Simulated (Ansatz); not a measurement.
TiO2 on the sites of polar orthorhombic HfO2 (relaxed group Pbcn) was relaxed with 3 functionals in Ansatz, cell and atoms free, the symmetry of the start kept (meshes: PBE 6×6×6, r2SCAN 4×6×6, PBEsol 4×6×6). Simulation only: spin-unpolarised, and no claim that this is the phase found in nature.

The PBEsol result:
```
Ti O
1.0
     5.49532    0.00000    0.00000
     0.00000    4.53749    0.00000
     0.00000    0.00000    4.87897
Ti O
4 8
Cartesian
  0.4115 1.1344 0.9969
  2.3362 1.1344 3.4364
  3.1592 3.4031 0.9969
  5.0838 3.4031 3.4364
  2.0234 0.0978 1.8205
  0.7242 0.0978 4.2600
  3.4719 2.3665 2.6128
  4.7711 2.3665 5.0523
  2.0234 2.1710 5.0523
  0.7242 2.1710 2.6128
  4.7711 4.4397 1.8205
  3.4719 4.4397 4.2600
```

It is orthorhombic, Pbcn (No. 60); a = 4.537 Å, b = 5.495 Å, c = 4.879 Å in the conventional setting, 10.14 Å³ an atom. Around Ti lie 6 O at 1.87–2.09 Å; around O lie 3 Ti at 1.87–2.09 Å.

(1) How does the cell change with r2SCAN?

(2) What lattice does PBE give?

(3) Held at the r2SCAN cell, what mean stress does PBE find, and does its sign point to its own minimum?

Results:

(1) a = 4.546 Å, b = 5.513 Å, c = 4.894 Å; the volume differs by +0.8 % from PBEsol's. Ti is surrounded by 6 O at 1.87–2.10 Å; O is surrounded by 3 Ti at 1.87–2.10 Å.

(2) a = 4.579 Å, b = 5.574 Å, c = 4.923 Å; the volume differs by +3.3 % from PBEsol's. Ti is surrounded by 6 O at 1.87–2.13 Å; O is surrounded by 3 Ti at 1.87–2.13 Å.

(3) Yes. PBE +5.31 GPa, and its relaxed volume is +2.5 % from r2SCAN's. Compression counts positive, so a positive stress asks for a larger cell.
